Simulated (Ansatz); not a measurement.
# ZrSi2P4 bilayer (AA') in a perpendicular field

Aim: how the ZrSi2P4 bilayer (AA') screens a field along its normal, and what the field does to its bands. A positive field points along +c.

Calculated with Ansatz 0.2.0; plane-wave DFT, r2SCAN-D4, Ansatz PAW.

## (1) Set-up

The cell holds 14 atoms: 8 P, 4 Si and 2 Zr. Its edges and angles: a = 3.480 Å, b = 3.480 Å, c = 72.975 Å, α = 90.0°, β = 90.0°, γ = 120.0°. Regions: layer 1: ZrSi2P4, 7 atoms (4 P, 2 Si and 1 Zr); layer 2: ZrSi2P4, 7 atoms (4 P, 2 Si and 1 Zr). Vacuum lies along c.

## (2) Relaxing the slab

The starting cell is a guess, so the in-plane lattice and the atoms are relaxed first, with the slab cut off from its images along the normal.

input.yaml

```yaml
crystal:
  lattice:
    - [3.48, 0.0, 0.0]
    - [-1.74, 3.0137684052, 0.0]
    - [0.0, 0.0, 72.9750581169]
  atoms:
    - { symbol: P, position: [0.0, 0.0, 0.3562861157] }
    - { symbol: Si, position: [0.3333333333, 0.6666666667, 0.3651170472] }
    - { symbol: P, position: [0.3333333333, 0.6666666667, 0.3940310359] }
    - { symbol: Zr, position: [0.0, 0.0, 0.4171804082] }
    - { symbol: P, position: [0.3333333333, 0.6666666667, 0.4403297805] }
    - { symbol: Si, position: [0.3333333333, 0.6666666667, 0.4692437691] }
    - { symbol: P, position: [0.0, 0.0, 0.4780747006] }
    - { symbol: P, position: [0.3333333333, 0.6666666667, 0.5219252994] }
    - { symbol: Si, position: [0.0, 0.0, 0.5307562309] }
    - { symbol: P, position: [0.0, 0.0, 0.5596702195] }
    - { symbol: Zr, position: [0.3333333333, 0.6666666667, 0.5828195918] }
    - { symbol: P, position: [0.0, 0.0, 0.6059689641] }
    - { symbol: Si, position: [0.0, 0.0, 0.6348829528] }
    - { symbol: P, position: [0.3333333333, 0.6666666667, 0.6437138843] }
  periodic: [true, true, false]
kpoints:
  mp_grid: { grid: [12, 12, 1] }
hamiltonian:
  xc: r2scan
  dispersion: d4
scf:
  occupations: { method: fermi_dirac, width: 0.05 }
  convergence: { dr2_threshold: 1.0e-09 }
relax:
  f_tol: 0.004
  max_steps: 90
  cell: {}
output:
  write_potential: true
  write_density: true
  volumetric_format: npy
```

Run with:

```console
$ ansatz run input.yaml --threads 8 --pin off --max-ram 12288MiB --backend cpu --events-out ev --progress --plain --runs-dir out
```

Numbers of over 12 decimals in the logs are rounded to 6 here.

Log:

```text
Warning: relax.cell: scf.convergence.dr2_threshold = 1e-9 eV is looser than the 1.45916288961e-10 eV advised for a relaxation that steers and ends on the stress (1e-10 eV for each atom of the cell: 14, times the square of relax.cell.stress_2d_tol = 0.05 N/m over 31.0 Å (the atoms' height at the walk's start and 5 Å past either face), 1.614e-2 GPa, over a crystal's default 0.05). What an SCF threshold leaves in a stress goes as its square root, and in the free energy as the threshold itself, and one threshold admits the most on a small cell: [figures from the program's tests cut] Set scf.convergence.dr2_threshold to 1.45916288961e-10 eV or tighter. [rest of the remark cut]
Engine: ansatz 0.2.0, aarch64-unknown-linux-gnu
Pseudopotentials: kind: paw
Pseudopotential: P, paw, valence charge 5, recommended cutoff 500 eV (meta_gga), P.paw.azcp
Pseudopotential: Si, paw, valence charge 4, recommended cutoff 500 eV (meta_gga), Si.paw.azcp
Pseudopotential: Zr, paw, valence charge 12, recommended cutoff 500 eV (meta_gga), Zr.paw.azcp
Functional definition: r2SCAN
  parameter k0 = 0.174
  parameter k1 = 0.065
  parameter a1 = 4.9479
  exchange = r2scan_x(k0 = k0, k1 = k1, a1 = a1)
  correlation = r2scan_c
Crystal: 14 atoms, lattice volume = 765.356 Å³
Basis set: ecut = 500 eV, 19479 PW (Γ), exchange–correlation on 108×108×2160 points (64 copies of the dense FFT grid, shifted against one another)
Bands: 54, of which v1, the nominal top of the filled ones, is band 40 counted from 1 (39 counted from 0)
Symmetry: 12 space group operations
Space group: P-3m1 (ITA 164), of the structure as read, at distance tolerance 9.1e-5 Å
k-points: 19 of 144
Non-local potential: P, projectors of the file, l = 0: 2, l = 1: 2, l = 2: 2
Non-local potential: Si, projectors of the file, l = 0: 2, l = 1: 2, l = 2: 2
Non-local potential: Zr, projectors of the file, l = 0: 3, l = 1: 2, l = 2: 2, l = 3: 2
PAW form: soft (Blöchl's): semilocal exchange-correlation on the pseudo side does not see the compensation charge
PAW frozen core: P, regenerated for the run's functional (the file was generated under x = pbe(κ = 0.804, μ = 0.219515), c = pbe(β = 0.066725))
PAW frozen core: Si, regenerated for the run's functional (the file was generated under x = pbe(κ = 0.804, μ = 0.219515), c = pbe(β = 0.066725))
PAW frozen core: Zr, regenerated for the run's functional (the file was generated under x = pbe(κ = 0.804, μ = 0.219515), c = pbe(β = 0.066725))
PAW one-centre angular grid: P, 302 points (default); XC on 160 Gauss nodes
PAW one-centre angular grid: Si, 302 points (default); XC on 160 Gauss nodes
PAW one-centre angular grid: Zr, 590 points (default); XC on 160 Gauss nodes
Initial density: superposition of atomic densities (neutral atoms: chi_scale 0, normalization atom), corrected by the library's trained network
Initial wavefunctions: pseudopotential atomic-orbital guess
Functional: x = r2scan, c = r2scan; τ floored in thin density (d = 2e-4 eV/Å³)
SCF iter   1: F=—  HF=-17023.336680 eV  |F-HF|=—  |Δ(HF+E_count)|=         —  Δρ=4.92e-3  dr2=1.11e0  dr2_τ=1.95e-1  ethr=1.77e-3  ⟨swp⟩=12.5  Hψ=7945  notcnv=0  defer=55
preconditioner: auto → LDOS  [metal: Δε(μ)=0.016 eV  Ē_g=8.708 eV  σ=0.050 eV  W_gap=0.08  n_scr=42 (ndim 8)  ℏωp=10.7 eV  f_vac=0.656  D(μ)=3.81/eV (n_scr^D=22)  β→1.0]
SCF iter   2: F=—  HF=-17023.614708 eV  |F-HF|=—  |Δ(HF+E_count)|=   2.78e-1  Δρ=4.10e-3  dr2=1.79e0  dr2_τ=1.10e-2  ethr=1.39e-3  ⟨swp⟩=5.0  Hψ=2235  notcnv=0  defer=109
SCF iter   3: F=—  HF=-17023.478362 eV  |F-HF|=—  |Δ(HF+E_count)|=   1.36e-1  Δρ=1.24e-3  dr2=2.81e-2  dr2_τ=1.18e-3  ethr=1.39e-3  ⟨swp⟩=3.6  Hψ=1741  notcnv=0  defer=101
SCF iter   4: F=—  HF=-17023.487118 eV  |F-HF|=—  |Δ(HF+E_count)|=   8.76e-3  Δρ=4.69e-4  dr2=1.06e-2  dr2_τ=8.96e-5  ethr=3.51e-5  ⟨swp⟩=3.3  Hψ=2454  notcnv=0  defer=95
SCF iter   5: F=—  HF=-17023.486210 eV  |F-HF|=—  |Δ(HF+E_count)|=   9.08e-4  Δρ=1.53e-4  dr2=2.99e-4  dr2_τ=1.53e-5  ethr=1.32e-5  ⟨swp⟩=2.9  Hψ=1706  notcnv=0  defer=95
SCF iter   6: F=—  HF=-17023.486342 eV  |F-HF|=—  |Δ(HF+E_count)|=   1.33e-4  Δρ=7.20e-5  dr2=2.04e-4  dr2_τ=1.66e-6  ethr=3.74e-7  ⟨swp⟩=3.4  Hψ=2360  notcnv=0  defer=95
SCF iter   7: F=—  HF=-17023.486324 eV  |F-HF|=—  |Δ(HF+E_count)|=   1.83e-5  Δρ=2.78e-5  dr2=1.92e-5  dr2_τ=2.15e-7  ethr=2.55e-7  ⟨swp⟩=2.6  Hψ=1629  notcnv=0  defer=95
SCF iter   8: F=—  HF=-17023.486338 eV  |F-HF|=—  |Δ(HF+E_count)|=   1.40e-5  Δρ=1.07e-5  dr2=1.54e-6  dr2_τ=5.10e-8  ethr=2.40e-8  ⟨swp⟩=2.9  Hψ=1894  notcnv=0  defer=95
SCF iter   9: F=—  HF=-17023.486537 eV  |F-HF|=—  |Δ(HF+E_count)|=   1.99e-4  Δρ=3.68e-6  dr2=1.70e-7  dr2_τ=4.04e-9  ethr=1.92e-9  ⟨swp⟩=3.5  Hψ=2344  notcnv=0  defer=95
SCF iter  10: F=—  HF=-17023.486538 eV  |F-HF|=—  |Δ(HF+E_count)|=   1.55e-7  Δρ=1.46e-6  dr2=4.48e-8  dr2_τ=8.27e-10  ethr=2.13e-10  ⟨swp⟩=3.3  Hψ=2171  notcnv=0  defer=95
SCF iter  11: F=—  HF=-17023.486538 eV  |F-HF|=—  |Δ(HF+E_count)|=   2.30e-8  Δρ=4.71e-7  dr2=3.34e-9  dr2_τ=1.52e-10  ethr=5.60e-11  ⟨swp⟩=2.8  Hψ=1857  notcnv=0  defer=95
SCF iter  12: F=-17023.486538 eV  HF=-17023.486538 eV  |F-HF|=8.08e-10  |Δ(HF+E_count)|=   2.85e-9  Δρ=1.48e-7  dr2=4.70e-10  dr2_τ=7.79e-12  ethr=1.25e-12  ⟨swp⟩=12.5  Hψ=8695  notcnv=0
SCF 1 converged in 12 iterations: F = -17023.486538 eV  dr2 = 4.70e-10
  greatest PAW one-centre occupation: 0.989 electrons in one spin orbital (limit 2), on the Zr atom at site 10 (counted from 0), in its partial waves of l = 0
relax step   1: F+E_penalty+E_count = -17023.48653755 eV  Δ(F+E_penalty+E_count) = +0.000e0 eV  max|allowed force component| = 3.572e0 eV/Å  Δτ_max = 0.0000 Å  P = +39.806 N/m  Ω = 765.356 Å³  fix = [c, alpha, beta]  reactions: c +0.000 N/m  (12 SCF iters, accepted)
Crystal: 14 atoms, lattice volume = 791.339 Å³
Basis set: ecut = 500 eV, 20247 PW (Γ), exchange–correlation on 108×108×2160 points (64 copies of the dense FFT grid, shifted against one another)
Initial density: handed on by an earlier stage of this run
Initial wavefunctions: those handed on with the density
iter 1 solved again at ethr=1.54e-3 eV; its pass at ethr=3.10e-3 eV (dr2=1.23e0 eV) is discarded
SCF iter   1: F=—  HF=-17026.759732 eV  |F-HF|=—  |Δ(HF+E_count)|=         —  Δρ=7.99e-3  dr2=1.21e0  dr2_τ=3.28e-1  ethr=1.54e-3  ⟨swp⟩=4.6  Hψ=7911  notcnv=0  defer=6
preconditioner: auto → LDOS  [metal: Δε(μ)=0.038 eV  Ē_g=8.440 eV  σ=0.050 eV  W_gap=0.19  n_scr=42 (ndim 8)  ℏωp=10.6 eV  f_vac=0.652  D(μ)=1.78/eV (n_scr^D=14)  β→1.0]
[...]
relax step   5: F+E_penalty+E_count = -17027.33256535 eV  Δ(F+E_penalty+E_count) = -2.702e-3 eV  max|allowed force component| = 1.550e-2 eV/Å  Δτ_max = 0.0134 Å  P = -0.045 N/m  Ω = 830.672 Å³  energy of the carried Pulay correction = -3.331e-3 eV  fix = [c, alpha, beta]  reactions: c -0.000 N/m  (10 SCF iters, accepted)
[...]
relax step   6: F+E_penalty+E_count = -17027.33262667 eV  Δ(F+E_penalty+E_count) = -6.131e-5 eV  max|allowed force component| = 1.041e-2 eV/Å  Δτ_max = 0.0064 Å  P = +0.011 N/m  Ω = 830.332 Å³  energy of the carried Pulay correction = -3.315e-3 eV  fix = [c, alpha, beta]  reactions: c +0.000 N/m  (9 SCF iters, accepted)
[...]
relax step   7: F+E_penalty+E_count = -17027.33263593 eV  Δ(F+E_penalty+E_count) = -9.259e-6 eV  max|allowed force component| = 1.568e-3 eV/Å  Δτ_max = 0.0020 Å  P = -0.009 N/m  Ω = 830.436 Å³  energy of the carried Pulay correction = -3.320e-3 eV  fix = [c, alpha, beta]  reactions: c -0.000 N/m  (9 SCF iters, accepted)
Initial wavefunctions: pseudopotential atomic-orbital guess (no wavefunctions were taken with the density)
iter 1 solved again at ethr=1.61e-7 eV; its pass at ethr=3.10e-3 eV (dr2=1.29e-4 eV) is discarded
SCF iter   1: F=—  HF=-17027.335718 eV  |F-HF|=—  |Δ(HF+E_count)|=         —  Δρ=6.49e-5  dr2=3.62e-6  dr2_τ=3.42e-5  ethr=1.61e-7  ⟨swp⟩=6.1  Hψ=12711  notcnv=0
SCF iter   2: F=—  HF=-17027.336004 eV  |F-HF|=—  |Δ(HF+E_count)|=   2.86e-4  Δρ=4.29e-6  dr2=2.31e-7  dr2_τ=2.14e-8  ethr=4.52e-9  ⟨swp⟩=3.3  Hψ=2321  notcnv=0
SCF iter   3: F=—  HF=-17027.336004 eV  |F-HF|=—  |Δ(HF+E_count)|=   2.20e-7  Δρ=4.60e-6  dr2=1.12e-6  dr2_τ=1.91e-8  ethr=2.89e-10  ⟨swp⟩=3.9  Hψ=2779  notcnv=0
SCF iter   4: F=—  HF=-17027.336004 eV  |F-HF|=—  |Δ(HF+E_count)|=   1.50e-7  Δρ=9.22e-7  dr2=6.93e-8  dr2_τ=6.88e-10  ethr=2.89e-10  ⟨swp⟩=2.2  Hψ=1525  notcnv=0
SCF iter   5: F=—  HF=-17027.336004 eV  |F-HF|=—  |Δ(HF+E_count)|=   7.06e-9  Δρ=4.00e-7  dr2=9.96e-9  dr2_τ=9.80e-11  ethr=8.66e-11  ⟨swp⟩=3.3  Hψ=1678  notcnv=0
SCF iter   6: F=-17027.336004 eV  HF=-17027.336004 eV  |F-HF|=1.64e-10  |Δ(HF+E_count)|=   1.25e-9  Δρ=1.50e-7  dr2=4.97e-10  dr2_τ=1.57e-11  ethr=1.25e-12  ⟨swp⟩=18.1  Hψ=10539  notcnv=0
SCF 8 converged in 6 iterations: F = -17027.336004 eV  dr2 = 4.97e-10
relax step   8: F+E_penalty+E_count = -17027.33600371 eV  Δ(F+E_penalty+E_count) = -3.368e-3 eV  max|allowed force component| = 1.575e-3 eV/Å  Δτ_max = 0.0000 Å  P = -0.007 N/m  Ω = 830.436 Å³  fix = [c, alpha, beta]  reactions: c -0.000 N/m  stress off target by 7.43e-3 N/m on what of the cell is left free  SCF on the basis re-selected at this cell (its energy is not comparable with the rows above)  (6 SCF iters)
basis re-selected at this cell: Δ(F+E_penalty+E_count) = -3.368e-3 eV, ΔP = +0.002 N/m vs the last step (what re-selecting the basis moved, of the pressure what is left beyond the Pulay correction that the steps carried, after the strain that the cell walked since its last selection, with what the two solves' SCF thresholds leave and, on support functions, any second-order correction that the steps lacked; it is no m [...]
WARN: The output density's exchange-correlation potential varies sharply where the density is thin. Do not read a vacuum level from v_tot or v_xc, or from such a field of the output density. On a cell that repeats whose density bears no net charge and no dipole along the vacuum's axis use v_es (v_loc + v_h of the components); under efield.dipole_correction with no amplitude use v_es + v_field, which holds any externa [...]
SCF converged after 6 iterations
Free energy (F): -17027.336004 eV
Harris-Foulkes:  -17027.336004 eV  (|F-HF|=1.64e-10)
Internal energy: -17027.333191 eV  (E = F + TS)
E sigma→0 (E₀):  -17027.334597 eV
Entropy (-TS):   -0.002812 eV (-0.201 meV/atom)
Fermi energy:    -5.789073 eV
--- Per-component energies (eV) ---
  E_band       = -1329.637177
  E_kinetic    = 1394.503852
  E_local      = -518330.929049  (includes V_loc(G=0)·N_el)
  E_nonlocal   = 521.685385
  E_hartree    = 258204.374269
  E_xc         = -987.914535
  E_vxc        = -1146.576659  (∫ρ·V_xc dr)
  E_paw        = -12625.638499  (= ΣΔE_a)
  E_vpaw       = -233.649991  (= ΣTr[D̂ρ^β])
  E_aug_tail   = 0.000040  (compensation charges beyond the density's cutoff)
  E_vtau       = 56.570234  (kinetic-family band-sum trace: ∫τ·v_τ [+ j·A + Jᵃ·Aᵃ] dr)
  E_ewald      = 254799.510902
  E_disp       = -1.563605  (pairwise vdW)
  E_core_change = -1.361953  (= ΣΔE_core)
  E_smearing   = -0.002812  (= −TS)
  E_closure    = -0.000000  (closes the sum)
  Σ components = -17027.336004   (vs F -17027.336004, Δ=0.00e0)
--- Forces (eV/Å), atoms counted from 1 ---
  atom   1  P      0.00000000    -0.00000000    -0.00157541
  atom   2  Si    -0.00000000     0.00000000     0.00036710
  atom   3  P      0.00000000    -0.00000000     0.00028846
  atom   4  Zr    -0.00000000    -0.00000000     0.00010690
  atom   5  P     -0.00000000    -0.00000000    -0.00042354
  atom   6  Si     0.00000000     0.00000000     0.00017195
  atom   7  P      0.00000000    -0.00000000     0.00111473
  atom   8  P      0.00000000     0.00000000    -0.00111473
  atom   9  Si     0.00000000    -0.00000000    -0.00017195
  atom  10  P      0.00000000     0.00000000     0.00042354
  atom  11  Zr     0.00000000     0.00000000    -0.00010690
  atom  12  P      0.00000000     0.00000000    -0.00028846
  atom  13  Si    -0.00000000    -0.00000000    -0.00036710
  atom  14  P     -0.00000000     0.00000000     0.00157541
  max |Σ_I F_I| component: 2.78e-17 eV/Å
--- 2D stress c σ (N/m, compression-positive) ---
       -0.007435      -0.000000       0.000000
       -0.000000      -0.007435       0.000000
        0.000000       0.000000      -0.000000
  P = ½ c Tr σ = -0.0074 N/m
--- Band table (eV; the first three rows and the last of 19) ---
  k-point 0: bands = [... 36 lower, -5.9616, -5.9616, -5.9564, -5.9564, -4.8881, -4.6431, -3.2657, -3.1349, ... 10 higher]
  k-point 1: bands = [... 36 lower, -6.1092, -6.0946, -6.0886, -6.0837, -4.8132, -4.6507, -3.1299, -3.0223, ... 10 higher]
  k-point 2: bands = [... 36 lower, -6.5227, -6.4145, -6.4076, -6.3350, -4.9006, -4.8727, -3.4626, -3.3108, ... 10 higher]
  k-point 18: bands = [... 36 lower, -7.0035, -7.0035, -6.2239, -6.2239, -4.3331, -4.2842, -3.4082, -3.1740, ... 10 higher]
  the weakly bound empty levels are not read free of the cell's end (no_gap_told)
--- Relaxed structure (7 steps of the walk, 7 accepted, 1 SCFs on fresh bases) ---
  F+E_penalty+E_count = -17027.33600371 eV   max|allowed force component| = 1.575e-3 eV/Å   (the final SCF, on the basis selected at the relaxed cell)
  cell:  # Å, volume = 830.4356 Å³
    - [3.624937, 0.0, 0]
    - [-1.812468, 3.139287, 0]
    - [0, 0, 72.9750581169]
  atoms:
    - { symbol: P, position: [-3.224928590205611e-18, -5.0885221963063406e-17, 0.348247] }
    - { symbol: Si, position: [0.333333, 0.666667, 0.361274] }
    - { symbol: P, position: [0.333333, 0.666667, 0.391827] }
    - { symbol: Zr, position: [2.7140469635489283e-18, -5.0885221963063406e-17, 0.412968] }
    - { symbol: P, position: [0.333333, 0.666667, 0.434085] }
    - { symbol: Si, position: [0.333333, 0.666667, 0.464616] }
    - { symbol: P, position: [8.54967448663234e-18, -5.0885221963063406e-17, 0.477622] }
    - { symbol: P, position: [0.333333, 0.666667, 0.522378] }
    - { symbol: Si, position: [1.6435140881322745e-17, -5.0885221963063375e-17, 0.535384] }
    - { symbol: P, position: [1.894433072893176e-17, -5.0885221963063375e-17, 0.565915] }
    - { symbol: Zr, position: [0.333333, 0.666667, 0.587032] }
    - { symbol: P, position: [1.2672991041143281e-17, -5.088522196306338e-17, 0.608173] }
    - { symbol: Si, position: [1.521654688346328e-17, -5.0885221963063375e-17, 0.638726] }
    - { symbol: P, position: [0.333333, 0.666667, 0.651753] }
```

Run time: 2.5 min. Hardware: 8 threads of Arm Neoverse V2, shared host; peak memory 4.9 GiB.

The steps of the relaxation:

| step | energy less that of the first step (eV) | largest force component (eV/Å) | volume (Å³) |
| --- | --- | --- | --- |
| 1 | 0.0000 | 3.5720 | 765.36 |
| 2 | -3.3453 | 0.8426 | 791.34 |
| 3 | -3.8097 | 0.2451 | 828.43 |
| 4 | -3.8433 | 0.1126 | 828.34 |
| 5 | -3.8460 | 0.0155 | 830.67 |
| 6 | -3.8461 | 0.0104 | 830.33 |
| 7 | -3.8461 | 0.0016 | 830.44 |
| 8* | -3.8495 | 0.0016 | 830.44 |

Relaxation steps marked * repeat the geometry before them on a plane-wave basis chosen anew for their cell, so energy and pressure can jump there.

Forces are held to the 12 operations that the run works with; a distortion that breaks them can't arise in this run.

| cell as run | before | after | change |
| --- | --- | --- | --- |
| a (Å) | 3.480 | 3.625 | +4.2 % |
| b (Å) | 3.480 | 3.625 | +4.2 % |

The atoms that moved most (Å, along periodic axes as changes of fractional coordinates times the final cell, across vacuum about the mean position):

| atom | dx | dy | dz | length |
| --- | --- | --- | --- | --- |
| P14 | 0.000 | 0.000 | 0.587 | 0.587 |
| P1 | 0.000 | 0.000 | -0.587 | 0.587 |
| P5 | 0.000 | 0.000 | -0.456 | 0.456 |
| P10 | 0.000 | 0.000 | 0.456 | 0.456 |
| Si6 | 0.000 | 0.000 | -0.338 | 0.338 |
| Si9 | 0.000 | 0.000 | 0.338 | 0.338 |
| Zr11 | 0.000 | 0.000 | 0.307 | 0.307 |
| Zr4 | 0.000 | 0.000 | -0.307 | 0.307 |

Numbers from this step:

- energy at zero smearing: -17027.3346 eV

The lattice constant a goes from 3.480 to 3.625 Å.

(Continued in part 2 of 3.)

[Logs are printed without paths, hosts, clocks, repeated set-up lines and the standing remarks that a program may print on its own settings, such as how far it seeks lower states.]

[Hosts, paths, dates, database ids (printed as entryN), source tags and the programs' standing remarks are cut or masked in the printed files.]

[Maps of the electrostatic potential energy from Ansatz leave out the sawtooth potential of an applied field or a dipole correction, so their vacuum need not be flat; planar profiles and work functions include it.]
